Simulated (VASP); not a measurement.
Runs of VASP 6.6.1 on ZrSe2. The cell holds a sheet with vacuum, 3 atoms: a = 3.755 Å, b = 3.755 Å, c = 19.160 Å, α = 90.00°, β = 90.00°, γ = 120.00°. The cell was built by a generator and needn't be a form met in nature.

```csv
task,level,spin,cell,k mesh,cutoff (eV),grid for exact exchange (PRECFOCK),exchange at q = 0,dipole correction,screening parameter,gap on the mesh (eV),largest force (eV/Å)
work function,PBE0,off,"P-3m1, 77.99 Å³/atom",6 × 6 × 1,520,Fast,default,yes,-,1.70,(a)
work function,HSE06,off,"P-3m1, 77.99 Å³/atom",6 × 6 × 1,520,Fast,-,yes,0.2 1/A,1.05,0.21
relaxation of cell and atoms,PBE+D3(BJ),off,relaxed,12 × 12 × 1,600,-,-,no,-,0.38,-
work function,PBE,"non-collinear, zero start, SOC","P-3m1, 77.99 Å³/atom",12 × 12 × 1,520,-,-,yes,-,-,0.09
work function,PBE,off,"P-3m1, 77.99 Å³/atom",12 × 12 × 1,520,-,-,yes,-,0.38,0.09
```

Alike in all rows: potentials or basis VASP PAW PBE potentials, release 64 (Se, Zr_sv); smearing gaussian 0.03 eV.

Question: Estimate the missing entries.

Answer: (a) 0.20.

Caveats: the PAW data sets were made with another functional, which shifts forces and pressure a little (some runs).

A k mesh can miss the band edges, and rows without SOC leave out spin-orbit coupling on Se, Zr.
